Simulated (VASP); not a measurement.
Input of a VASP 6.6.1 run:

Contents of INCAR:

```
PREC     = Accurate       # precision mode
ENCUT    = 520            # plane-wave cutoff, eV
EDIFF    = 1E-6           # SCF threshold, eV
ISMEAR   = 0              # smearing method
SIGMA    = 0.02           # smearing width, eV
LREAL    = F              # projectors in reciprocal space
LASPH    = T              # aspherical terms in the spheres
NELM     = 60             # most SCF steps
ALGO     = Normal         # electronic algorithm
ISIF     = 2              # what is computed and relaxed
LWAVE    = F              # write WAVECAR
LCHARG   = F              # write CHGCAR
GGA      = PE             # functional
```

The input KPOINTS:

```
Automatic mesh
0
Gamma
  8 8 8
```

The input POSCAR:

```
GaAs                                    
1.0
    0.0000000000      2.8750910500      2.8750910500
    2.8750910500      0.0000000000      2.8750910500
    2.8750910500      2.8750910500      0.0000000000
  Ga              As            
     1     1
Direct
     0.0000000000000000    0.0000000000000000    0.0000000000000000
     0.7500000000000000    0.7500000000000000    0.7500000000000000
```

The input KPOINTS_OPT:

```
path GXWKGLUWLK,UX
15
line-mode
reciprocal
 0.0000000000  0.0000000000  0.0000000000  G
 0.5000000000  0.0000000000  0.5000000000  X

 0.5000000000  0.0000000000  0.5000000000  X
 0.5000000000  0.2500000000  0.7500000000  W

 0.5000000000  0.2500000000  0.7500000000  W
 0.3750000000  0.3750000000  0.7500000000  K

 0.3750000000  0.3750000000  0.7500000000  K
 0.0000000000  0.0000000000  0.0000000000  G

 0.0000000000  0.0000000000  0.0000000000  G
 0.5000000000  0.5000000000  0.5000000000  L

 0.5000000000  0.5000000000  0.5000000000  L
 0.6250000000  0.2500000000  0.6250000000  U

 0.6250000000  0.2500000000  0.6250000000  U
 0.5000000000  0.2500000000  0.7500000000  W

 0.5000000000  0.2500000000  0.7500000000  W
 0.5000000000  0.5000000000  0.5000000000  L

 0.5000000000  0.5000000000  0.5000000000  L
 0.3750000000  0.3750000000  0.7500000000  K

 0.6250000000  0.2500000000  0.6250000000  U
 0.5000000000  0.0000000000  0.5000000000  X
```

Potentials or basis: VASP PAW PBE potentials, release 64 (Ga_d, As).

The run is started by

```bash
$ cat potpaw_PBE.64/Ga_d/POTCAR potpaw_PBE.64/As/POTCAR > POTCAR
$ mpirun -np 1 vasp_std > vasp.out
```

What does it give for the band gap along the path?

0.14 eV, direct.

Predict the band gap on the k mesh.

0.14 eV, direct.

What does it give for the pressure?

0.0 GPa.

Levels at the corners of the path, in eV from the valence-band top:
```csv
point,band 5,band 6,band 7,band 8,band 9,band 10,band 11,band 12,band 13
Γ,-14.66,-12.37,0.00,0.00,0.00,0.14,3.71,3.71,3.71
X,-14.65,-10.09,-6.59,-2.50,-2.50,1.56,1.67,9.77,9.77
X,-14.65,-10.09,-6.59,-2.50,-2.50,1.56,1.67,9.77,9.77
W,-14.66,-10.04,-6.42,-3.30,-3.11,4.38,4.69,5.25,6.01
W,-14.66,-10.04,-6.42,-3.30,-3.11,4.38,4.69,5.25,6.01
K,-14.65,-10.12,-6.42,-3.60,-2.11,1.98,4.52,7.68,7.83
K,-14.65,-10.12,-6.42,-3.60,-2.11,1.98,4.52,7.68,7.83
Γ,-14.66,-12.37,0.00,0.00,0.00,0.14,3.71,3.71,3.71
Γ,-14.66,-12.37,0.00,0.00,0.00,0.14,3.71,3.71,3.71
L,-14.66,-10.76,-6.37,-1.07,-1.07,0.86,4.61,4.61,7.70
L,-14.66,-10.76,-6.37,-1.07,-1.07,0.86,4.61,4.61,7.70
U,-14.65,-10.12,-6.42,-3.60,-2.11,1.98,4.52,7.68,7.83
U,-14.65,-10.12,-6.42,-3.60,-2.11,1.98,4.52,7.68,7.83
W,-14.66,-10.04,-6.42,-3.30,-3.11,4.38,4.69,5.25,6.01
W,-14.66,-10.04,-6.42,-3.30,-3.11,4.38,4.69,5.25,6.01
L,-14.66,-10.76,-6.37,-1.07,-1.07,0.86,4.61,4.61,7.70
L,-14.66,-10.76,-6.37,-1.07,-1.07,0.86,4.61,4.61,7.70
K,-14.65,-10.12,-6.42,-3.60,-2.11,1.98,4.52,7.68,7.83
U,-14.65,-10.12,-6.42,-3.60,-2.11,1.98,4.52,7.68,7.83
X,-14.65,-10.09,-6.59,-2.50,-2.50,1.56,1.67,9.77,9.78
```

**Measured values to compare with.**

From “Evidence of valence band perturbations in GaAsN/GaAs(001): A combined variable-angle spectroscopic ellipsometry and modulated photoreflectance investigation”, 2008, arxiv:0805.2212, for a bulk crystal of GaAs at 300 K: band gap 1.418 ± 0.005 eV (direct).

Against the measured gap of GaAs, 1.418 eV (direct; 300 K; “Evidence of valence band perturbations in GaAsN/GaAs(001): A combined variable-angle spectroscopic ellipsometry and modulated photoreflectance investigation”, 2008, arxiv:0805.2212), the calculated 0.14 eV is off by -1.27 eV. So large a miss can be the level of theory's own, or it may mean another phase, state or a wrong row. 3 values of this kind are on record (1.412 to 1.51 eV); this one was drawn at random among those near their median, those with a stated uncertainty first. Spin-orbit coupling on As, Ga is left out. The value is that of PBE, without temperature or zero-point motion. Semilocal functionals fall short of measured gaps as a rule. The cell is a database's relaxed one, not the measured one, which moves gaps too.
